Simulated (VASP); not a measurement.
Write an ASE script for VASP 6.6.1 that does the following.

```yaml
Task: single point
Functional: PBE
Potentials_or_basis: VASP PAW PBE potentials, release 64 (Ru_sv_GW)
Cutoff: 550 eV
k_mesh: 11 × 11 × 6
Occupations: gaussian, width 0.1 eV
Spin: no spin polarisation
Further_INCAR_settings: ALGO = Normal; EDIFF = 1.00e-07; NBANDS = 23
```

The structure of Ru lies in POSCAR:

```
Ru
1.0
    2.7058000000      0.0000000000      0.0000000000
   -1.3529000000      2.3432915376      0.0000000000
    0.0000000000      0.0000000000      4.2819000000
Ru
2
Direct
    0.6666666667      0.3333333333      0.7500000000
    0.3333333333      0.6666666667      0.2500000000
```

One way to write it, as run:

run.py

```python
from ase.calculators.vasp import Vasp
from ase.dft.bandgap import bandgap
from ase.io import read

atoms = read('POSCAR')
calc = Vasp(
    directory='calc',
    xc='pbe',
    pp='PBE',
    setups='gw',
    prec='Accurate',
    encut=550,
    ediff=1e-07,
    ismear=0,
    sigma=0.1,
    lreal=False,
    lasph=True,
    nelm=100,
    algo='Normal',
    isif=2,
    lwave=False,
    lcharg=False,
    kpts=[11, 11, 6],
    gamma=True,
    nbands=23,
)
atoms.calc = calc

print('energy (eV):', atoms.get_potential_energy())
print('free energy (eV):', atoms.get_potential_energy(force_consistent=True))
print('forces (eV/A):')
print(atoms.get_forces())
print('stress (eV/A^3, Voigt):', atoms.get_stress())
print('Fermi level (eV):', calc.get_fermi_level())
gap, top, bottom = bandgap(calc)
print('band gap (eV):', gap, 'from (spin, k, band)', top, 'to', bottom)
```

Potentials or basis: VASP PAW PBE potentials, release 64 (Ru_sv_GW).

The run is started by

```sh
$ python run.py
```

It gave:

| Property | Result |
| --- | --- |
| Pressure | 2.4 GPa |
| Band gap on the k mesh | none (metal or under the smearing width) |

Run time: 46 s on 1 thread of Intel(R) Xeon(R) Platinum 8375C CPU @ 2.90GHz (Ice Lake), on a shared host, peak memory 0.19 GiB.
